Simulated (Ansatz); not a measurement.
# Changed inputs in constrained RPA: Te2Mo (1H sheet)

Aim: hold the target of a cRPA run on Te2Mo (1H sheet) and move one thing at a time.

Calculated with Ansatz 0.2.0; constrained RPA on LDA, plane waves, PAW.

### Step 1. The starting structure

The cell holds 3 atoms: 1 Mo and 2 Te. Cell: a = 3.467 Å, b = 3.467 Å, c = 31.232 Å, α = 90.0°, β = 90.0°, γ = 120.0°. Vacuum lies along c.

The structure was relaxed with LDA. The structure was generated from a model, not taken from a measurement. The runs that relaxed it are not among those shown. The program's search for lower electronic states was switched off, so nothing shows that the state found is the lowest. Spin-orbit coupling is left out unless a step names it. The default PAW set here is soft_2. Its files were made with PBE. The Coulomb interaction is cut off across the vacuum.

### Step 2. Base: Mo d + anion p, bands v7 to c4, 6×6×1 mesh, medium accuracy

Constrained RPA screens the interaction with every transition except those inside the target bands, which a later many-body model would treat itself.

input.yaml reads:

```yaml
crystal:
  lattice:
    - [-3.00214567, 1.73328961, 0.0]
    - [0.0, -3.46657923, 0.0]
    - [0.0, 0.0, 31.23161672]
  atoms:
    - { symbol: Mo, position: [0.0, 0.0, 0.3096908754] }
    - { symbol: Te, position: [0.3333333333, 0.6666666667, 0.367161021] }
    - { symbol: Te, position: [0.3333333333, 0.6666666667, 0.2522207298] }
  periodic: [true, true, false]
kpoints:
  mp_grid: { grid: [9, 9, 1] }
hamiltonian:
  xc: lda
scf:
  occupations: { method: gaussian, width: 0.08 }
  n_extra_bands: 19
  max_iter: 150
  lower_state_search: "off"
output:
  crpa:
    kmesh: [6, 6, 1]
    target_bands: [v7, c4]
    projections: [{ species: Mo, l: d, shell: 4 }, { species: Te, l: p, shell: 5 }]
  local_orbitals:
    kmesh: [12, 12, 1]
    orbitals: [{ species: Mo, l: d, shell: 4 }, { species: Te, l: p, shell: 5 }]
    window: { bands: [v7, c4] }
    seedname: lo
```

Command:

```
> ansatz run input.yaml --threads 8 --pin off --max-ram 14745MiB --backend cpu --events-out ev --progress --plain --runs-dir out
```

Numbers of over 12 decimals in the logs are rounded to 6 here.

The program printed:

```text
scf.n_extra_bands = 19 over 23 filled bands (N_el = 46.0): the run solves 42 bands
Engine: ansatz 0.2.0, aarch64-unknown-linux-gnu
Pseudopotentials: kind: paw
Pseudopotential: Mo, paw, valence charge 14, recommended cutoff 420 eV (normal), Mo.paw.azcp
Pseudopotential: Te, paw, valence charge 16, recommended cutoff 420 eV (normal), Te.paw.azcp
Functional definition: SPW92
  exchange = slater_x
  correlation = pw_c
Crystal: 3 atoms, lattice volume = 325.033 Å³
Basis set: ecut = 420 eV, 6327 PW (Γ)
Bands: 42, of which v1, the nominal top of the filled ones, is band 23 counted from 1 (22 counted from 0)
Symmetry: 12 space group operations
Space group: P-6m2 (ITA 187), of the structure as read, at distance tolerance 6.9e-5 Å
k-points: 12 of 81 (time reversal used)
Non-local potential: Mo, projectors of the file, l = 0: 3, l = 1: 2, l = 2: 2, l = 3: 1
Non-local potential: Te, projectors of the file, l = 0: 2, l = 1: 2, l = 2: 2, l = 3: 2
PAW form: soft (Blöchl's): semilocal exchange-correlation on the pseudo side does not see the compensation charge
PAW frozen core: Mo, regenerated for the run's functional, and the local potential with it (the file was generated under x = pbe(κ = 0.804, μ = 0.219515), c = pbe(β = 0.066725))
PAW frozen core: Te, regenerated for the run's functional, and the local potential with it (the file was generated under x = pbe(κ = 0.804, μ = 0.219515), c = pbe(β = 0.066725))
PAW one-centre angular grid: Mo, 590 points (default); XC on 64 Gauss nodes
PAW one-centre angular grid: Te, 590 points (default); XC on 64 Gauss nodes
Initial density: superposition of atomic densities (neutral atoms: chi_scale 0, normalization atom), corrected by the library's trained network
Initial wavefunctions: pseudopotential atomic-orbital guess
Functional: x = slater, c = lda
SCF iter   1: F=—  HF=-18497.971057 eV  |F-HF|=—  |Δ(HF+E_count)|=         —  Δρ=3.57e-3  dr2=1.96e-2  ethr=1.77e-3  ⟨swp⟩=13.0  Hψ=3911  notcnv=0  defer=75
preconditioner: auto → Resta (q_TF=auto, 1.970 Å⁻¹)  ε∞=1.5  [insulator: Δε(μ)=1.270 eV  Ē_g=11.859 eV  σ=0.080 eV  W_gap=1.00  n_scr=18 (ndim 8)  ℏωp=8.7 eV  f_vac=0.752  D(μ)=0.00/eV (n_scr^D=0)  ε∞_Penn≈1.5  vacuum switching on, ρ_ref=1.0e-2 e/Å³]
SCF iter   2: F=—  HF=-18497.970260 eV  |F-HF|=—  |Δ(HF+E_count)|=   7.97e-4  Δρ=1.82e-3  dr2=9.49e-3  ethr=4.26e-5  ⟨swp⟩=2.4  Hψ=828  notcnv=0  defer=133
SCF iter   3: F=—  HF=-18497.974679 eV  |F-HF|=—  |Δ(HF+E_count)|=   4.42e-3  Δρ=1.97e-3  dr2=4.38e-2  ethr=2.06e-5  ⟨swp⟩=4.0  Hψ=842  notcnv=0  defer=133  recentre
SCF iter   4: F=—  HF=-18497.970144 eV  |F-HF|=—  |Δ(HF+E_count)|=   4.54e-3  Δρ=2.44e-4  dr2=1.16e-4  ethr=2.06e-5  ⟨swp⟩=3.1  Hψ=518  notcnv=0  defer=133
[...]
Fermi energy:    -4.507758 eV
--- Per-component energies (eV) ---
  E_band       = -1370.403349
  E_kinetic    = 809.292322
  E_local      = -113290.528735  (includes V_loc(G=0)·N_el)
  E_nonlocal   = -460.067253
  E_hartree    = 56462.739265
  E_xc         = -431.608629
  E_vxc        = -440.352194  (∫ρ·V_xc dr)
  E_paw        = -12110.744252  (= ΣΔE_a)
  E_vpaw       = -914.225524  (= ΣTr[D̂ρ^β])
  E_aug_tail   = -0.000334  (compensation charges beyond the density's cutoff)
  E_ewald      = 50521.117291
  E_core_change = 1.830139  (= ΣΔE_core)
  E_smearing   = -0.000000  (= −TS)
  E_closure    = -0.000000  (closes the sum)
  Σ components = -18497.970185   (vs F -18497.970185, Δ=0.00e0)
--- Band table (eV; the first three rows and the last of 12) ---
  k-point 0: bands = [... 19 lower, -6.7728, -5.9470, -5.9470, -5.7171, -1.7725 (-1.7725°), -1.7725 (-1.7725°), -1.4646 (-1.4646°), -1.4646 (-1.4646°), ... 15 higher]
  k-point 1: bands = [... 19 lower, -6.6195, -6.1774, -5.8524, -5.7203, -2.4339, -2.4246, -1.8480, -1.6343 (-1.6343°), ... 15 higher]
  k-point 2: bands = [... 19 lower, -6.6746, -6.2063, -6.1544, -5.8983, -3.4705, -2.8314, -2.5933, -1.3984, ... 15 higher]
  k-point 11: bands = [... 19 lower, -8.1926, -8.0501, -6.8969, -5.1278, -3.8877, -3.2478, -2.3744, -0.7490, ... 15 higher]
  ° read free of the cell's end (the report's vacuum.weakly_bound_levels)
  °? not known for the slab's own: over its row's bound_up_to_ev there, or no deeper under its free states than its continued_xc_part_ev in size
--- cRPA (band scheme, projected local orbitals): target bands 17..27 (1-based), 11 Wannier function(s), 6×6×1 mesh, 54 bands' worth read of 59 solved, ecut_chi 136.0 eV, v(q+G=0) probe_charge, pair densities all_electron ---
  bands read: the sum over 54 bands ends inside a degenerate multiplet in 1 slot, whose members it reads at an even weight; the widest, k=0: bands 54 to 55 (counted from 1) at 1/2 each
  χ-basis size per q: N_G = 1164..1205
  window electrons = 14.0000, filled by tetrahedron_uncorrected; constrained ε̄⁻¹(q = 0, 0) head = 0.776106; min gauge Gram eig = 0.6746
  Kanamori averages over each shell's own Wannier functions (sites counted from 0, functions from 1):
  Each shell's averages of U are screened by what lies outside the whole window alone: parameters of one model of all the shells.
    Site 0, 4D, 5 of 5 d orbitals (Wannier functions 1, 2, 3, 4, 5; wannier90's mr 1, 2, 3, 4, 5):
      screened: U = 5.7636 eV, U' = 5.0650 eV, J = 0.3595 eV
      screened, to within: U = 1.5e-2 eV, U' = 1.5e-2 eV, J = 5.9e-4 eV
      bare: V = 12.8543 eV, V' = 11.9202 eV, J = 0.4800 eV
    Site 1, 5P, 3 of 3 p orbitals (Wannier functions 6, 7, 8; wannier90's mr 1, 2, 3):
      screened: U = 5.0608 eV, U' = 4.3797 eV, J = 0.3613 eV
      screened, to within: U = 1.7e-2 eV, U' = 1.7e-2 eV, J = 7.3e-4 eV
      bare: V = 9.6886 eV, V' = 8.6064 eV, J = 0.5748 eV
    Site 2, 5P, 3 of 3 p orbitals (Wannier functions 9, 10, 11; wannier90's mr 1, 2, 3):
      screened: U = 5.0608 eV, U' = 4.3797 eV, J = 0.3613 eV
      screened, to within: U = 1.7e-2 eV, U' = 1.7e-2 eV, J = 7.3e-4 eV
      bare: V = 9.6886 eV, V' = 8.6064 eV, J = 0.5748 eV
  Hermiticity witness max|P − P†| over intra, direct and exchange elements: 7.99e-15 eV (screened), 5.73e-17 eV (bare)
  Reality witness max|Im| over intra, direct and exchange elements: 2.94e-9 eV (screened), 3.24e-16 eV (bare)
[key lines of the parts left out:]
SCF converged after 7 iterations
Free energy (F): -18497.970185 eV
```

Elapsed: 7.2 min, on 8 threads of Arm Neoverse V2, shared host; peak memory 3.5 GiB.

In the SCF lines HF is the Harris–Foulkes energy and dr2 the Hartree energy of the density residual, in eV; the loop may stop once dr2 is under the threshold and the program's other checks hold. Hψ counts applications of the Hamiltonian.

Numbers from this step:

```yaml
u: 5.764 eV
u_prime_inter_orbital: 5.065 eV
j: 0.3595 eV
bare_v: 12.85 eV
bare_j: 0.4800 eV
stated_bound_on_u: 0.01495 eV
u_over_bare_v: 0.4484
electrons_in_the_window: 14
head_of_the_constrained_inverse_dielectric_matrix: 0.7761
least_eigenvalue_of_the_projection_s_overlap: 0.6746
target_functions: 11
bands_in_the_sums: 54
r_m_s_miss_of_the_model_bands: 0.002156 eV
width_of_the_target_bands: 10.01 eV
weight_of_the_projected_orbitals_in_the_window: 0.9358
```

On the Mo d shell, screening brings the on-site interaction from 12.9 eV down to U = 5.76 eV.

### Step 3. Changed: 3×3×1 mesh

input.yaml, the sections that differ from step 2:

```yaml
output:
  crpa:
    kmesh: [3, 3, 1]
    target_bands: [v7, c4]
    projections: [{ species: Mo, l: d, shell: 4 }, { species: Te, l: p, shell: 5 }]
# crystal, kpoints, hamiltonian, scf: as in step 2
```

The program printed:

```text
[...]
Crystal: 3 atoms, lattice volume = 325.033 Å³
Basis set: ecut = 420 eV, 6327 PW (Γ)
Bands: 42, of which v1, the nominal top of the filled ones, is band 23 counted from 1 (22 counted from 0)
[... 1 set-up line as in the run before ...]
[...]
k-points: 12 of 81 (time reversal used)
[...]
SCF iter   1: F=—  HF=-18497.971057 eV  |F-HF|=—  |Δ(HF+E_count)|=         —  Δρ=3.57e-3  dr2=1.96e-2  ethr=1.77e-3  ⟨swp⟩=13.0  Hψ=3911  notcnv=0  defer=75
[...]
SCF iter   7: F=-18497.970185 eV  HF=-18497.970185 eV  |F-HF|=3.12e-8  |Δ(HF+E_count)|=   1.23e-7  Δρ=4.52e-6  dr2=8.05e-8  ethr=2.17e-10  ⟨swp⟩=19.5  Hψ=4567  notcnv=0
SCF 1 converged in 7 iterations: F = -18497.970185 eV  dr2 = 8.05e-8
[...]
NSCF: frozen V_eff on 3 k-points
[...]
cRPA screening: q 1/9
cRPA screening: q 2/9
cRPA screening: q 4/9
cRPA screening: q 8/9 (q-point 5)
SCF converged after 7 iterations
[...]
k-point 2: bands = [... 19 lower, -6.6746, -6.2063, -6.1544, -5.8983, -3.4705, -2.8314, -2.5933, -1.3984, ... 15 higher]
  k-point 11: bands = [... 19 lower, -8.1926, -8.0501, -6.8969, -5.1278, -3.8877, -3.2478, -2.3744, -0.7490, ... 15 higher]
  ° read free of the cell's end (the report's vacuum.weakly_bound_levels)
[...]
χ-basis size per q: N_G = 1170..1205
[...]
screened: U = 5.6432 eV, U' = 4.9409 eV, J = 0.3592 eV
      screened, to within: U = 1.8e-2 eV, U' = 1.8e-2 eV, J = 6.7e-4 eV
      bare: V = 12.9689 eV, V' = 12.0283 eV, J = 0.4808 eV
    Site 1, 5P, 3 of 3 p orbitals (Wannier functions 6, 7, 8; wannier90's mr 1, 2, 3):
      screened: U = 5.1640 eV, U' = 4.4587 eV, J = 0.3744 eV
      screened, to within: U = 1.9e-2 eV, U' = 1.8e-2 eV, J = 8.1e-4 eV
      bare: V = 9.9924 eV, V' = 8.8802 eV, J = 0.5899 eV
    Site 2, 5P, 3 of 3 p orbitals (Wannier functions 9, 10, 11; wannier90's mr 1, 2, 3):
      screened: U = 5.1640 eV, U' = 4.4587 eV, J = 0.3744 eV
      screened, to within: U = 1.9e-2 eV, U' = 1.8e-2 eV, J = 8.1e-4 eV
      bare: V = 9.9924 eV, V' = 8.8802 eV, J = 0.5899 eV
[...]
[key lines of the parts left out:]
Free energy (F): -18497.970185 eV
Fermi energy:    -4.507758 eV
```

It took 56 s on 8 threads; peak memory 3.3 GiB; 6.9 min of CPU time.

Numbers from this step:

```yaml
u: 5.643 eV
u_prime_inter_orbital: 4.941 eV
j: 0.3592 eV
bare_v: 12.97 eV
bare_j: 0.4808 eV
stated_bound_on_u: 0.01702 eV
u_over_bare_v: 0.4351
electrons_in_the_window: 14
head_of_the_constrained_inverse_dielectric_matrix: 0.7245
least_eigenvalue_of_the_projection_s_overlap: 0.7098
target_functions: 11
bands_in_the_sums: 54
width_of_the_target_bands: 10.01 eV
weight_of_the_projected_orbitals_in_the_window: 0.9358
```

On the Mo d shell, screening brings the on-site interaction from 13.0 eV down to U = 5.64 eV.

### Step 4. Changed: smooth pair densities

input.yaml: that of step 3 with these lines changed.

```diff
@@ -21,4 +21,5 @@
   crpa:
-    kmesh: [3, 3, 1]
+    kmesh: [6, 6, 1]
     target_bands: [v7, c4]
     projections: [{ species: Mo, l: d, shell: 4 }, { species: Te, l: p, shell: 5 }]
+    pair_densities: pseudo
```

The program printed:

```text
[...]
Crystal: 3 atoms, lattice volume = 325.033 Å³
Basis set: ecut = 420 eV, 6327 PW (Γ)
Bands: 42, of which v1, the nominal top of the filled ones, is band 23 counted from 1 (22 counted from 0)
[... 1 set-up line as in the run before ...]
[...]
k-points: 12 of 81 (time reversal used)
[...]
screened, sum over states alone: U = 5.4090 eV, U' = 4.5536 eV, J = 0.4555 eV
      bare: V = 9.6886 eV, V' = 8.6064 eV, J = 0.5748 eV
    Site 2, 5P, 3 of 3 p orbitals (Wannier functions 9, 10, 11; wannier90's mr 1, 2, 3):
      screened: U = 5.0722 eV, U' = 4.3750 eV, J = 0.3695 eV
      screened, to within: U = 1.5e-2 eV, U' = 1.5e-2 eV, J = 3.7e-4 eV
      screened, sum over states alone: U = 5.4090 eV, U' = 4.5536 eV, J = 0.4555 eV
      bare: V = 9.6886 eV, V' = 8.6064 eV, J = 0.5748 eV
[...]
[key lines of the parts left out:]
SCF converged after 7 iterations
Free energy (F): -18497.970185 eV
Fermi energy:    -4.507758 eV
```

Run time: 6.4 min. Hardware: 8 threads; peak memory 3.1 GiB; 50 min of CPU time.

Numbers from this step:

* U: 5.773 eV
* U prime (inter-orbital): 5.065 eV
* J: 0.3641 eV
* bare V: 12.85 eV
* bare J: 0.4800 eV
* stated bound on U: 0.01338 eV
* U over bare V: 0.4491
* electrons in the window: 14
* head of the constrained inverse dielectric matrix: 0.7762
* least eigenvalue of the projection's overlap: 0.6746
* target functions: 11
* bands in the sums: 54
* width of the target bands: 10.01 eV
* weight of the projected orbitals in the window: 0.9358

On the Mo d shell, screening brings the on-site interaction from 12.9 eV down to U = 5.77 eV.

### Step 5. Changed: sums over states

input.yaml: that of step 4 with these lines changed.

```diff
@@ -24,2 +24,4 @@
     projections: [{ species: Mo, l: d, shell: 4 }, { species: Te, l: p, shell: 5 }]
-    pair_densities: pseudo
+    accuracy: sum_over_states
+    n_empty_bands: 92
+    ecut_chi: 70
```

The program printed:

```text
[...]
Crystal: 3 atoms, lattice volume = 325.033 Å³
Basis set: ecut = 420 eV, 6327 PW (Γ)
Bands: 42, of which v1, the nominal top of the filled ones, is band 23 counted from 1 (22 counted from 0)
[... 1 set-up line as in the run before ...]
[...]
k-points: 12 of 81 (time reversal used)
[...]
screened: U = 5.8841 eV, U' = 5.1317 eV, J = 0.3876 eV
      bare: V = 12.8543 eV, V' = 11.9202 eV, J = 0.4800 eV
    Site 1, 5P, 3 of 3 p orbitals (Wannier functions 6, 7, 8; wannier90's mr 1, 2, 3):
      screened: U = 5.1372 eV, U' = 4.4183 eV, J = 0.3815 eV
      bare: V = 9.6886 eV, V' = 8.6064 eV, J = 0.5748 eV
    Site 2, 5P, 3 of 3 p orbitals (Wannier functions 9, 10, 11; wannier90's mr 1, 2, 3):
      screened: U = 5.1372 eV, U' = 4.4183 eV, J = 0.3815 eV
      bare: V = 9.6886 eV, V' = 8.6064 eV, J = 0.5748 eV
[...]
[key lines of the parts left out:]
SCF converged after 7 iterations
Free energy (F): -18497.970185 eV
Fermi energy:    -4.507758 eV
```

Wall time 43 s (8 threads); peak memory 1.9 GiB; 5.3 min of CPU time.

This variant gives U = 5.88 eV against 5.76 eV. It is a finite sum over empty states with no bound on its error and stays out of the table below.

### Step 6. Changed: a keyword of another program

input.yaml: that of step 5 with these lines changed.

```diff
@@ -24,4 +24,2 @@
     projections: [{ species: Mo, l: d, shell: 4 }, { species: Te, l: p, shell: 5 }]
-    accuracy: sum_over_states
-    n_empty_bands: 92
-    ecut_chi: 70
+    NCRPA_BANDS: 1
```

The program printed:

```text
Error: YAML parse error: error: line 25 column 5: unknown field `NCRPA_BANDS`, expected one of accuracy, bounded_pairs, pair_densities, n_empty_bands, n_guard_bands, ecut_chi, kmesh, target_bands, projections
  --> <input>:25:5
   |
23 |     target_bands: [v7, c4]
24 |     projections: [{ species: Mo, l: d, shell: 4 }, { species: Te, l: …
25 |     NCRPA_BANDS: 1
   |     ^ unknown field `NCRPA_BANDS`, expected one of accuracy, bounded_pairs, pair_densities, n_empty_bands, n_guard_bands, ecut_chi, kmesh, target_bands, projections
```

It took 0.02 s on 8 threads; peak memory 0.023 GiB.

The input was rejected at the start.

The program's message: “Error: YAML parse error: error: line 25 column 5: unknown field `NCRPA_BANDS`, expected one of accuracy, bounded_pairs, pair_densities, n_empty_bands, n_guard_bands, ecut_chi, kmesh, target_bands, pro …”

The fault put into this input: a keyword of another program.

### Step 7. Changed: r2SCAN

This step: constrained RPA on r2SCAN, plane waves, PAW.

input.yaml: that of step 6 with these lines changed.

```diff
@@ -13,3 +13,3 @@
 hamiltonian:
-  xc: lda
+  xc: r2scan
 scf:
@@ -24,2 +24 @@
     projections: [{ species: Mo, l: d, shell: 4 }, { species: Te, l: p, shell: 5 }]
-    NCRPA_BANDS: 1
```

The program printed:

```text
[...]
Crystal: 3 atoms, lattice volume = 325.033 Å³
Basis set: ecut = 500 eV, 8273 PW (Γ), exchange–correlation on 108×108×960 points (64 copies of the dense FFT grid, shifted against one another)
Bands: 42, of which v1, the nominal top of the filled ones, is band 23 counted from 1 (22 counted from 0)
[... 1 set-up line as in the run before ...]
[...]
k-points: 12 of 81 (time reversal used)
[...]
screened: U = 5.2640 eV, U' = 4.5624 eV, J = 0.3702 eV
      screened, to within: U = 1.8e-2 eV, U' = 1.8e-2 eV, J = 7.4e-4 eV
      bare: V = 9.7410 eV, V' = 8.6435 eV, J = 0.5802 eV
    Site 2, 5P, 3 of 3 p orbitals (Wannier functions 9, 10, 11; wannier90's mr 1, 2, 3):
      screened: U = 5.2640 eV, U' = 4.5624 eV, J = 0.3702 eV
      screened, to within: U = 1.8e-2 eV, U' = 1.8e-2 eV, J = 7.4e-4 eV
      bare: V = 9.7410 eV, V' = 8.6435 eV, J = 0.5802 eV
[...]
[key lines of the parts left out:]
SCF converged after 7 iterations
Free energy (F): -18958.022954 eV
Fermi energy:    -4.322414 eV
```

Wall time 14 min (8 threads); peak memory 4.3 GiB.

This step gave:

| Item | Value |
| --- | --- |
| U | 6.018 eV |
| U prime (inter-orbital) | 5.307 eV |
| J | 0.3644 eV |
| bare V | 12.94 eV |
| bare J | 0.4819 eV |
| stated bound on U | 0.01590 eV |
| U over bare V | 0.4650 |
| electrons in the window | 14 |
| head of the constrained inverse dielectric matrix | 0.7899 |
| least eigenvalue of the projection's overlap | 0.6826 |
| target functions | 11 |
| bands in the sums | 54 |
| width of the target bands | 10.60 eV |
| weight of the projected orbitals in the window | 0.9364 |

On the Mo d shell, screening brings the on-site interaction from 12.9 eV down to U = 6.02 eV.

### Step 8. Side by side

Times are wall times on 8 threads of Arm Neoverse V2, shared host, good to a factor of about two.

```
                  run  bare V (eV)  U (eV)  J (eV)  bound on U (eV)  width (eV)     time
        target window        12.85   5.764   0.359           0.0150       10.01  7.2 min
           3×3×1 mesh        12.97   5.643   0.359           0.0170       10.01     56 s
smooth pair densities        12.85   5.773   0.364           0.0134       10.01  6.4 min
               r2SCAN        12.94   6.018   0.364           0.0159       10.60   14 min
```

### Step 9. What came out

| Property | Result |
| --- | --- |
| target window | U 5.76 eV, J 0.36 eV |
| 3×3×1 mesh | U 5.64 eV, J 0.36 eV |
| smooth pair densities | U 5.77 eV, J 0.36 eV |
| r2SCAN | U 6.02 eV, J 0.36 eV |

What this shows: 3×3×1 mesh moves U by −0.12 eV at 0.13 times the time. Smooth pair densities moves U by +0.01 eV (within the solver's bounds, for the mean over orbitals). r2SCAN moves U by +0.25 eV. The printed bound covers the solver alone, not the mesh, and no denser mesh than the base was run. The parent state is non-magnetic and the interaction static (zero frequency); U depends on the window and the orbitals, so it belongs to this model alone. A window that holds the anion p bands defines a model with explicit ligands; its U belongs to that model and is not the U of DFT+U.

[Paths, hosts, dates, memory and timing lines, banners, echoed tables and standing remarks are left out of the program output.]

[Logs are printed without paths, hosts, clocks, repeated set-up lines and the standing remarks that a program may print on its own settings, such as how far it seeks lower states.]

[Runs of the session that timed out or met a known fault of the program may be left out.]

[Hosts, paths, dates, database ids (printed as entryN), source tags and the programs' standing remarks are cut or masked in the printed files.]
